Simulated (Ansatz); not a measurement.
Set up this calculation in Ansatz 0.2.0, as the native input.

| Item | Value |
| --- | --- |
| Task | elastic constants |
| Functional | PBEsol |
| Potentials or basis | Ansatz PAW |
| Cutoff | 420 eV (not typed: the program's choice for these potentials) |
| k mesh | 7 × 7 × 4 |
| Occupations | fixed |
| Spin | no spin polarisation |
| Atoms under strain | relaxed |

Crystal: ZrS2.

```
Zr S
1.0
     3.69138    0.00000    0.00000
    -1.84569    3.19683    0.00000
     0.00000    0.00000    6.04108
Zr S
1 2
Direct
  0.00000 0.00000 0.00000
  0.33333 0.66667 0.23791
  0.66667 0.33333 0.76209
```

The cell is a database's computed one.

These files were run (other wordings do the same):

input.yaml

```yaml
crystal:
  lattice:
    - [3.6913825498, 0.0, 0.0]
    - [-1.8456912749, 3.1968310632, 0.0]
    - [0.0, 0.0, 6.04107701]
  atoms:
    - { symbol: Zr, position: [0.0, 0.0, 0.0] }
    - { symbol: S, position: [0.3333333333, 0.6666666667, 0.23790997] }
    - { symbol: S, position: [0.6666666667, 0.3333333333, 0.76209003] }
hamiltonian:
  xc: pbesol
  pseudopotentials: { kind: paw }
kpoints:
  mp_grid: { grid: [7, 7, 4] }
scf:
  occupations: { method: fixed }
output:
  forces: true
  stress: true
elastic:
  mode: relaxed_ion
  stencil: two_point
```

Potentials or basis: Ansatz PAW.

Run with:

```sh
$ ansatz run input.yaml --threads 2 --pin off --max-ram 5120MiB --backend cpu --events-out ev --progress --plain --runs-dir out
```

Results of the run:

```yaml
Pressure: -1.8 GPa
Band_gap_on_the_k_mesh: 1.05 eV, indirect (least direct gap 1.59 eV)
Voigt_bulk_modulus: 30 GPa
```

Caveat: odd divisions of the mesh miss points on the zone boundary, where band edges often lie, so the gap on the mesh can be too wide; this functional lacks dispersion, which binds the layers, so the pressure and a relaxed spacing across them are unreliable; the PAW data sets come from PBE, with cores solved anew for the run's functional, which leaves a small shift of forces and pressure.

Wall time 34 s on 2 threads of Arm Neoverse V2 (shared host), peak memory 0.38 GiB.
